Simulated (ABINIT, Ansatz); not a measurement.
## SnO2: band gap by level of theory

The structure is trigonal, space group R-3m (No. 166). The conventional cell has a = 3.234 Å, b = 3.234 Å, c = 14.402 Å, α = 90.00°, β = 90.00°, γ = 120.00°. Around Sn (site symmetry -3m) lie 6 O at 2.13 Å. Around O (site symmetry 3m) lie 3 Sn at 2.13 Å.

Measurements of this composition are mostly on another form, of space group No. 136.

| rung | level | program and potentials | cutoff (eV) | k mesh | task | spin | core time | chip | band gap (eV) | notes |
| --- | --- | --- | --- | --- | --- | --- | --- | --- | --- | --- |
| LDA | LDA | Ansatz, Ansatz PAW | 420 | 10 × 10 × 10 | band structure | off | 3.9 s | AMD EPYC 7R13 Zen 3 | 1.77 | potentials made for PBE, which Ansatz adapts in part |
| GGA | BLYP | Ansatz, Ansatz PAW | 420 | 10 × 10 × 10 | band structure | off | 8.9 s | Arm Neoverse V2 | 1.91 | potentials made for PBE, which Ansatz adapts in part |
| meta-GGA | r2SCAN | Ansatz, Ansatz PAW | 500 | 10 × 10 × 10 | band structure | off | 16 s | Arm Neoverse V2 | 2.43 | potentials made for PBE, which Ansatz adapts in part |
| hybrid | HSE06 | Ansatz, Ansatz PAW | 420 | 6 × 6 × 6 | band structure | off | 43 s | AMD EPYC 7R13 Zen 3 | 3.45 | potentials made for PBE, which Ansatz adapts in part; from the band path |
| hybrid | PBE0 | Ansatz, Ansatz PAW | 420 | 6 × 6 × 6 | band structure | off | 43 s | AMD EPYC 7R13 Zen 3 | 4.17 | potentials made for PBE, which Ansatz adapts in part; from the band path |
| GGA | PBEsol | Ansatz, Ansatz PAW | 420 | 7 × 7 × 7 | band structure | SOC, no magnetisation | 58 s | Arm Neoverse V1 | 1.87 | potentials made for PBE, which Ansatz adapts in part; from the band path |
| hybrid | PBE0 | Ansatz, Ansatz PAW | 420 | 5 × 5 × 5 | band structure | off | 62 s | AMD EPYC 7R13 Zen 3 | 4.17 | coarse mesh; potentials made for PBE, which Ansatz adapts in part |
| hybrid | B3LYP | Ansatz, Ansatz PAW | 420 | 5 × 5 × 5 | band structure | off | 67 s | AMD EPYC 7R13 Zen 3 | 3.67 | coarse mesh; potentials made for PBE, which Ansatz adapts in part |
| hybrid | r2SCAN50 | Ansatz, Ansatz PAW | 500 | 5 × 5 × 5 | band structure | off | 74 s | AMD EPYC 7R13 Zen 3 | 6.74 | coarse mesh; potentials made for PBE, which Ansatz adapts in part |
| hybrid | r2SCANh | Ansatz, Ansatz PAW | 500 | 5 × 5 × 5 | band structure | off | 77 s | AMD EPYC 7R13 Zen 3 | 3.25 | coarse mesh; potentials made for PBE, which Ansatz adapts in part |
| G0W0 | G0W0 on HSE06 | Ansatz, Ansatz PAW | 420 | 6 × 6 × 6 | G0W0 quasiparticle levels | off | 82 s | AMD EPYC 7R13 Zen 3 | 4.12 | bands, basis or mesh of the many-body step not converged; potentials made for PBE, which Ansatz adapts in part; response cutoff 120 eV, empty bands 129 |
| hybrid | PBEsol0 | Ansatz, Ansatz PAW | 420 | 5 × 5 × 5 | band structure | off | 83 s | AMD EPYC 7R13 Zen 3 | 4.09 | coarse mesh; potentials made for PBE, which Ansatz adapts in part |
| hybrid | HSE06 | Ansatz, Ansatz PAW | 420 | 5 × 5 × 5 | band structure | off | 87 s | AMD EPYC 7R13 Zen 3 | 3.45 | coarse mesh; potentials made for PBE, which Ansatz adapts in part |
| meta-GGA | r2SCAN | Ansatz, Ansatz PAW | 500 | 7 × 7 × 7 | band structure | SOC, no magnetisation | 1.7 min | Arm Neoverse V2 | 2.44 | potentials made for PBE, which Ansatz adapts in part; from the band path |
| hybrid | HSE03 | Ansatz, Ansatz PAW | 420 | 5 × 5 × 5 | band structure | off | 1.8 min | AMD EPYC 7R13 Zen 3 | 3.21 | coarse mesh; potentials made for PBE, which Ansatz adapts in part |
| hybrid | r2SCAN0 | Ansatz, Ansatz PAW | 500 | 5 × 5 × 5 | band structure | off | 2.1 min | AMD EPYC 7R13 Zen 3 | 4.52 | coarse mesh; potentials made for PBE, which Ansatz adapts in part |
| hybrid | HSEsol | Ansatz, Ansatz PAW | 420 | 5 × 5 × 5 | band structure | off | 2.5 min | AMD EPYC 7R13 Zen 3 | 3.36 | coarse mesh; potentials made for PBE, which Ansatz adapts in part |
| LDA | LDA | ABINIT, JTH PAW LDA v2.0 | 626 | 10 × 10 × 10 | band structure | off | 4.4 min | Intel Xeon Platinum 8488C Sapphire Rapids | 1.75 | - |

Times are single runs on shared hosts and different chips, so they are rough; meshes, cutoffs and the tasks' sizes weigh on the time. Gaps are the least found on the k mesh or the band path, and a mesh can miss the band edges. Meshes differ between rows, which moves values too. All levels ran on this one cell, unrelaxed unless noted. Meshes are those of the run's cell of 3 atoms unless a note names another. Runs on faulty files, with rough fits or with known faults for this quantity aren't shown. PBE isn't shown for this crystal.

By rung: LDA 1.75 to 1.77; GGA 1.91; GGA with SOC 1.87; meta-GGA 2.43; meta-GGA with SOC 2.44; hybrid 3.45 to 4.17; hybrid on coarse meshes 3.21 to 6.74; G0W0 on coarse settings 4.12 (eV).
